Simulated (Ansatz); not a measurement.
# Wurtzite BeO

Calculation: PBEsol in Ansatz (plane waves, PAW).

Run with plane-wave cutoff 500 eV, 18×18×8 k mesh (along the axes of the cell as run), gaussian smearing 0.02 eV, scalar-relativistic PAW data made under PBE.

Cell (relaxed at this level):

```cif
data_Be2O2
_chemical_formula_sum 'Be2 O2'
_space_group_name_H-M_alt 'P63mc'
_space_group_IT_number 186
_space_group_name_Hall 'P 6c -2c'
_cell_length_a 2.69283
_cell_length_b 2.69283
_cell_length_c 4.37278
_cell_angle_alpha 90.000
_cell_angle_beta 90.000
_cell_angle_gamma 120.000
loop_
_atom_site_label
_atom_site_type_symbol
_atom_site_symmetry_multiplicity
_atom_site_Wyckoff_symbol
_atom_site_fract_x
_atom_site_fract_y
_atom_site_fract_z
_atom_site_occupancy
Be1 Be 2 b 0.33333 0.66667 0.00013 1
O1 O 2 b 0.33333 0.66667 0.37787 1
```

```
Item                            Value
--------  ---------------------------
band gap  7.51 eV (on the SCF k mesh)
```

Measured, for comparison: band gap 11.29 eV (zero-point renormalisation of 699 meV (computed, non-adiabatic AHC, without the lattice-expansion part) added back here; inputs from Miglio et al. (2020), arXiv:2011.12765). Computed (rounded) less measured: band gap -3.78 eV.

Static lattice: no zero-point or thermal effects.

It cost roughly 50 core-seconds of CPU time.

Ansatz is a first-principles code.
